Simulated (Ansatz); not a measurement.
Zincblende BeSe at its r2SCAN geometry, in the PAW code Ansatz. One HSE06 run serves as the base. The settings are then varied one at a time, some on purpose to values that make no sense. Doubtful ones may also carry a cap on iterations. All numbers are computed, and spin polarisation is off unless an edit sets a moment.

Base input:
```yaml
crystal:
  lattice:
    - [0.0, 2.5810353763, 2.5810353763]
    - [2.5810353763, 0.0, 2.5810353763]
    - [2.5810353763, 2.5810353763, 0.0]
  atoms:
    - { symbol: Be, position: [0.0, 0.0, 0.0] }
    - { symbol: Se, position: [0.25, 0.25, 0.25] }
kpoints:
  mp_grid: { grid: [4, 4, 4] }
hamiltonian:
  xc: hse06
scf:
  occupations: { method: fixed }
  n_extra_bands: 4
output:
  forces: true
  stress: true
  eigenvalues: true
```

Base results:
```
Basis set: ecut = 420 eV, 645 PW (Γ)
Symmetry: 24 space group operations
Space group: F-43m (ITA 216)
k-points: 8 of 64 (time reversal used)
Exchange kernel: α = 0.2500, screened, ω = 0.2079 Å⁻¹, Wigner–Seitz truncation, v(0) = 1010.5811 eV·Å³, q-mesh 4×4×4
hybrid SCF converged: 2 outer / 9 inner (+2 warm-up)
Free energy (F): -5565.172130 eV
Fermi energy:    6.273683 eV
--- Stress (GPa, compression-positive) ---
       -0.236015       0.000000       0.000000
        0.000000      -0.236015       0.000000
        0.000000       0.000000      -0.236015
  P = ⅓ Tr σ = -0.2360 GPa (-2.360 kbar)
```
The gap over this mesh is 3.499 eV.

Command: `ansatz run input.yaml --threads 4 --pin off --max-ram 3686MiB --backend cpu --events-out ev --progress --plain --runs-dir out`. Wall time 5.8 s on 4 threads of Arm Neoverse N1, on a shared host; peak host memory 0.58 GiB.

Question: These lines are set or replaced. What follows?
```yaml
scf:
  exx: { ecutfock_ratio: 2 }
```

Answer: Energy, stress and gap stay within 1 meV an atom, 0.1 GPa and 0.005 eV of the base. The result hardly depends on this setting here.

Question: These lines are set or replaced. What follows?
```yaml
hamiltonian:
  xc: { exchange: pbe, correlation: pbe, exx: { coeff: 0.1, omega: 0.5 } }
```

Answer: That is 10 % exact exchange, screened with ω = 0.5 1/Å, against HSE06's 25 % screened at 0.208 1/Å. The mean stress moves by +1.0 GPa and the gap on the mesh by -0.697 eV (to 2.802). Totals of different functionals aren't comparable.
Lines that differ from the base's log, and the results:
```
Exchange kernel: α = 0.1000, screened, ω = 0.5000 Å⁻¹, Wigner–Seitz truncation, v(0) = 180.9513 eV·Å³, q-mesh 4×4×4
hybrid SCF converged: 2 outer / 7 inner (+2 warm-up)
Free energy (F): -5564.023858 eV
Fermi energy:    6.742995 eV
--- Stress (GPa, compression-positive) ---
        0.805574       0.000000       0.000000
        0.000000       0.805574       0.000000
        0.000000       0.000000       0.805574
  P = ⅓ Tr σ = 0.8056 GPa (8.056 kbar)
--- Band table (eV; the first three rows and the last of 8) ---
  k-point 0: bands = […, -41.2243, -41.2243, -7.3548, 6.7430, 6.7430, 6.7430, 11.2642, 11.9643, 11.9643, 11.9643]
  k-point 1: bands = […, -41.2243, -41.2243, -6.7733, 3.3189, 6.1183, 6.1183, 11.3984, 12.8630, 12.8630, 15.2762]
  k-point 2: bands = […, -41.2242, -41.2242, -5.9892, 0.9854, 5.6636, 5.6636, 11.2364, 12.9236, 12.9236, 16.9677]
  k-point 7: bands = […, -41.2245, -41.2239, -5.4865, 2.2712, 2.9255, 3.4482, 13.0606, 14.0954, 14.3335, 14.9571]
```

Question: Predict the outcome of this edit.
```yaml
hamiltonian:
  xc: { exchange: pbe, correlation: pbe, exx: { coeff: 0.5, omega: 0.1 } }
```

Answer: That is 50 % exact exchange, screened with ω = 0.1 1/Å, against HSE06's 25 % screened at 0.208 1/Å. The mean stress moves by -1.5 GPa and the gap on the mesh by +1.538 eV (to 5.037). Totals of different functionals aren't comparable. The program warns that on this mesh the truncation of the exchange isn't bounded, so part of the change can be an error of the mesh.
Lines that differ from the base's log, and the results:
```
Exchange kernel: α = 0.5000, screened, ω = 0.1000 Å⁻¹, Wigner–Seitz truncation, v(0) = 2704.5709 eV·Å³, q-mesh 4×4×4
hybrid SCF converged: 3 outer / 14 inner (+2 warm-up)
Free energy (F): -5567.115738 eV
Fermi energy:    5.298378 eV
--- Stress (GPa, compression-positive) ---
       -1.729930       0.000000       0.000000
        0.000000      -1.729930       0.000000
        0.000000       0.000000      -1.729930
  P = ⅓ Tr σ = -1.7299 GPa (-17.299 kbar)
--- Band table (eV; the first three rows and the last of 8) ---
  k-point 0: bands = […, -48.7233, -48.7233, -11.0500, 5.2984, 5.2984, 5.2984, 12.5212, 13.1773, 13.1773, 13.1773]
  k-point 1: bands = […, -48.7232, -48.7232, -10.3508, 1.3558, 4.5985, 4.5985, 12.5621, 14.1665, 14.1665, 16.8190]
  k-point 2: bands = […, -48.7230, -48.7230, -9.3861, -1.5037, 4.0544, 4.0544, 12.3663, 14.1597, 14.1597, 18.3546]
  k-point 7: bands = […, -48.7232, -48.7228, -8.7664, -0.0163, 0.8742, 1.5452, 14.0765, 15.5856, 15.6642, 16.5206]
```

Question: These lines are set or replaced. What follows?
```yaml
hamiltonian:
  xc: cam_b3lyp
```

Answer: The mean stress moves by +0.4 GPa and the gap on the mesh by +2.955 eV (to 6.454). It's another functional on the same cell, so totals aren't comparable.
```
Exchange kernel: α = 0.1900 at short range, 0.6500 at long range (ω = 0.6236 Å⁻¹), several ranges, Wigner–Seitz truncation, v(0) = 3759.0797 eV·Å³, q-mesh 4×4×4
hybrid SCF converged: 3 outer / 13 inner (+3 warm-up)
Free energy (F): -5576.799313 eV
Fermi energy:    4.980096 eV
--- Stress (GPa, compression-positive) ---
        0.190605       0.000000       0.000000
        0.000000       0.190605       0.000000
        0.000000       0.000000       0.190605
  P = ⅓ Tr σ = 0.1906 GPa (1.906 kbar)
```

Question: These lines are set or replaced. What follows?
```yaml
scf:
  max_iter: 5
```

Answer: The cap isn't what ends this run: it converges, in 13 iterations in all (the base: 11). Energy, stress and gap stay within 1 meV an atom, 0.1 GPa and 0.005 eV of the base.

The runs are scalar-relativistic, without spin-orbit coupling.

The program warns that its thresholds are loose for a hybrid's stress.

The meshes of the hybrids are coarse, so their gaps aren't converged to the digits shown.
